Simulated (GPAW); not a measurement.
# Ge: relaxation of cell and atoms with PBE

The system is Ge.

```xyz
2
Lattice="-2.5745 2.5745 1.3974 2.5745 -2.5745 1.3974 2.5745 2.5745 -1.3974" Properties=species:S:1:pos:R:3 pbc="T T T"
Ge    0.0000    0.0000    1.3974
Ge    2.5745    0.0000    0.6987
```

This isn't the form of Ge at room conditions, which is diamond.

```
Program             : GPAW 26.7.0
Task                : relaxation of cell and atoms
Functional          : PBE
Potentials or basis : GPAW PAW data sets (gpaw-data 1.2.1)
Cutoff              : 600 eV
Basis               : pw
k mesh              : 11 × 11 × 11
Occupations         : fermi-dirac, width 0.05 eV
Spin                : no spin polarisation
Maxiter             : 150
Optimizer           : BFGS
Fmax                : 0.02 eV/Å
Max steps           : 60
Convergence         : density=1e-05 forces=0.0001
```

* Relaxed volume: 19.30 Å³/atom
* Relaxed cell: a = 3.956 Å, b = 3.956 Å, c = 3.956 Å, α = 97.33°, β = 97.33°, γ = 138.14°
* Space group after relaxing (to 0.05 Å): I4_1/amd (No. 141)
* Energy gained by relaxing: 7.3 meV/atom
* Ionic steps: 6
* Pressure after relaxing: -0.1 GPa
* Band gap on the k mesh: none (metal or under the smearing width)

Stress tensor (GPa, compression positive):
```
-0.03  0.00  0.00
 0.00 -0.03  0.00
 0.00  0.00 -0.15
```

The path:
```
step  energy change (eV)  largest force (eV/Å)  pressure (GPa)  volume (Å³)
   1              0.0000                0.0000            3.05        37.05
   2             -0.0049                0.0000            2.43        37.33
   3             -0.0144                0.0000            0.09        38.51
   4             -0.0144                0.0000            0.00        38.56
   5             -0.0145                0.0000           -0.03        38.57
   6             -0.0145                0.0000           -0.07        38.60
```

Final structure:
```
Ge
1.0
    -2.61286    2.61286    1.41342
     2.61286   -2.61286    1.41342
     2.61286    2.61286   -1.41342
Ge
2
Direct
  0.50000 0.50000 0.00000
  0.25000 0.75000 0.50000
```

Levels at points of the mesh, in eV from the Fermi level:
```tsv
k point	band 1	band 2	band 3	band 4	band 5	band 6	band 7
(0.00, 0.00, 0.00)	-12.96	-4.24	-2.24	-2.24	3.34	7.32	7.32
```

Wall time 2.8 min on 1 thread of Arm Neoverse V1 (shared host), peak memory 0.3 GiB.

Caveat: later steps reuse the first step's grids.
